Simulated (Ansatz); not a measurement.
Crystal: Co.

```
Co
1.0
     2.47056    0.00000    0.00000
    -1.23528    2.13957    0.00000
     0.00000    0.00000    8.08823
Co
4
Direct
  0.66667 0.33333 0.75000
  0.00000 0.00000 0.50000
  0.33333 0.66667 0.25000
  0.00000 0.00000 0.00000
```

A run of Ansatz 0.2.0 on this cell left the log below. Logs are shortened: lines on timing, memory, paths and dates and some standing lists are left out, and cuts for length are marked.

```text
Warning: RAYON_NUM_THREADS=2 ignored (pool sized by the plan → 2); use --threads N
Engine: ansatz 0.2.0, aarch64-unknown-linux-gnu
Pseudopotentials: kind: paw
Pseudopotential: Co, paw, valence charge 17, recommended cutoff 420 eV (normal), Co.paw.azcp
Functional definition: PBEsol
  exchange = pbesol_x
  correlation = pbesol_c
Crystal: 4 atoms, lattice volume = 42.754 Å³
Basis set: ecut = 420 eV, 813 PW (Γ), exchange–correlation on 36×36×120 points (8 copies of the dense FFT grid, shifted against one another)
Bands: 46, of which v1, the nominal top of the filled ones, is band 34 counted from 1 (33 counted from 0)
Symmetry: 24 space group operations
Space group: P63/mmc (ITA 194), of the structure as read, at distance tolerance 3.5e-5 Å
Magnetic group: BNS 194.263 (UNI 1493), of the structure as read, at distance tolerance 3.5e-5 Å
k-points: 24 of 243
Non-local potential: Co, projectors of the file, l = 0: 3, l = 1: 2, l = 2: 3, l = 3: 1
PAW form: soft (Blöchl's): semilocal exchange-correlation on the pseudo side does not see the compensation charge
PAW frozen core: Co, regenerated for the run's functional, and the local potential with it (the file was generated under x = pbe(κ = 0.804, μ = 0.2195149727645171), c = pbe(β = 0.06672455060314922))
PAW one-centre angular grid: Co, 590 points (default); XC on 64 Gauss nodes
Initial density: superposition of atomic densities (chi_scale 0.1, normalization cell)
Starting moments: Σ|m| = 8 μB on 4 of 4 sites
[... 32 lines left out ...]
Fermi energy:    18.914949 eV
--- Per-component energies (eV) ---
  E_band       = -959.580175
  E_kinetic    = 1816.446915
  E_local      = -11241.842611  (includes V_loc(G=0)·N_el)
  E_nonlocal   = 1822.199782
  E_hartree    = 4704.601614
  E_xc         = -631.405009
  E_vxc        = -818.584762  (∫ρ·V_xc dr)
  E_paw        = -5929.783816  (= ΣΔE_a)
  E_vpaw       = -1947.003027  (= ΣTr[D̂ρ^β])
  E_aug_tail   = 0.000252  (compensation charges beyond the density's cutoff)
  E_ewald      = -10912.861201
  E_core_change = 0.753677  (= ΣΔE_core)
  E_smearing   = -0.030829  (= −TS)
  E_closure    = 0.000000  (closes the sum)
  Σ components = -20371.921225   (vs F -20371.921225, Δ=0.00e0)
--- Band table (eV; the first three rows and the last of 140) ---
  k-point 0 ↑: bands = ["-76.8852", "-76.8708", "-76.8254", "-76.8109", "-40.4329", "-40.3015", "-40.2137", "-40.1127", "-40.1127", "-40.0974", "-40.0974", "-40.0797", "-40.0758", "-40.0758", "-40.0604", "-40.0604", "9.6796", "11.9151", "11.9279", "13.5958", "15.8458", "15.8884", "16.1485", "16.1485", "16.1889", "16.1889", "16.2033", "16.4363", "16.4363", "16.5141", "16.5141", "17.1483", "17.1483", "17.4718", "17.4718", "17.7958", "17.7958", "18.1915", "18.1915", "18.4636", "25.1172", "33.5536", "33.5597", "40.6047", "41.1864", "42.1077"]
  k-point 1 ↑: bands = ["-76.8822", "-76.8752", "-76.8210", "-76.8139", "-40.4111", "-40.3534", "-40.1611", "-40.1099", "-40.1099", "-40.1027", "-40.1027", "-40.1021", "-40.0705", "-40.0705", "-40.0633", "-40.0633", "9.9576", "10.7551", "13.0206", "13.5090", "15.9552", "16.1282", "16.1957", "16.1957", "16.2348", "16.2348", "16.2853", "16.3725", "16.3725", "16.4319", "16.4319", "17.2410", "17.2410", "17.3953", "17.3953", "17.5434", "17.9159", "17.9159", "18.1079", "18.1079", "26.6056", "29.7704", "37.5780", "40.7628", "40.9097", "41.4076"]
  k-point 2 ↑: bands = ["-76.8793", "-76.8662", "-76.8208", "-76.8075", "-40.4198", "-40.3026", "-40.2211", "-40.1427", "-40.1223", "-40.1179", "-40.1049", "-40.1018", "-40.0916", "-40.0843", "-40.0834", "-40.0659", "10.1187", "12.2869", "12.2997", "13.8713", "15.6054", "15.7320", "15.9899", "15.9995", "16.1199", "16.3340", "16.3384", "16.4696", "16.5755", "16.6342", "16.6970", "16.7580", "16.9962", "17.0827", "17.5225", "17.7695", "17.7755", "17.9465", "18.2172", "20.2355", "25.1860", "33.8571", "33.8586", "37.8194", "39.3676", "39.4210"]
  k-point 69 ↓: bands = ["-74.8550", "-74.8505", "-74.8335", "-74.8291", "-38.4380", "-38.4237", "-38.4194", "-38.4034", "-38.3345", "-38.3060", "-38.2690", "-38.2670", "-38.2576", "-38.2438", "-38.1936", "-38.1885", "14.2532", "14.5817", "15.4397", "15.7176", "16.2194", "16.2546", "16.4907", "16.5408", "17.1852", "17.2650", "17.6141", "17.7041", "18.2491", "18.4317", "18.9160", "19.1211", "19.4557", "19.8797", "20.1300", "20.1733", "20.7781", "20.8587", "22.7717", "24.7359", "29.4221", "29.4574", "29.9111", "30.6057", "31.3331", "33.1110"]
--- Phonons (Γ-DFPT): 4 representative perturbations + reference, on 70 of 243 k-points (Σ response iterations 14) ---
  k mesh reduced under 2 symmetry operations, with k and −k counted as one. Each operation leaves every solved perturbation unchanged. A smaller set is not used because it would not reduce the number of displacements times k-points to solve
  ASR residual: 3.427e-4 → 0.000e0 eV/Å²; symmetrization residual: 7.485e-6 eV/Å²
  ASR residual per site (eV/Å²): 3.43e-4 3.10e-4 3.43e-4 3.10e-4
  Γ frequencies (cm⁻¹): 0.00 0.00 0.00 110.74 110.74 112.28 112.28 135.72 135.72 219.90 222.73 232.99
  non-analytic LO–TO correction: not included (Born effective charges unavailable; polar crystals: no LO–TO splitting at Γ)
```

Question: What input gives this log?

Answer: Phonons with PBEsol, collinear spin, ferromagnetic start. The files as run (others can give the same):

input.yaml
```yaml
crystal:
  lattice:
    - [2.4705617809, 0.0, 0.0]
    - [-1.2352808905, 2.1395692639, 0.0]
    - [0.0, 0.0, 8.0882338]
  atoms:
    - { symbol: Co, position: [0.6666666667, 0.3333333333, 0.75], spin: 2.0 }
    - { symbol: Co, position: [0.0, 0.0, 0.5], spin: 2.0 }
    - { symbol: Co, position: [0.3333333333, 0.6666666667, 0.25], spin: 2.0 }
    - { symbol: Co, position: [0.0, 0.0, 0.0], spin: 2.0 }
hamiltonian:
  xc: pbesol
  pseudopotentials: { kind: paw }
magnetization:
  spin_polarized: true
kpoints:
  mp_grid: { grid: [9, 9, 3] }
scf:
  occupations: { method: fermi_dirac, width: 0.05 }
phonons:
  method: dfpt
```

Potentials or basis: Ansatz PAW.
Launch:
```console
$ ansatz run input.yaml --threads 2 --pin off --max-ram 5632MiB --backend cpu --events-out ev --progress --plain --runs-dir out
```

Caveat: the PAW data sets come from PBE, with cores solved anew for the run's functional, which leaves a small shift of forces and pressure.
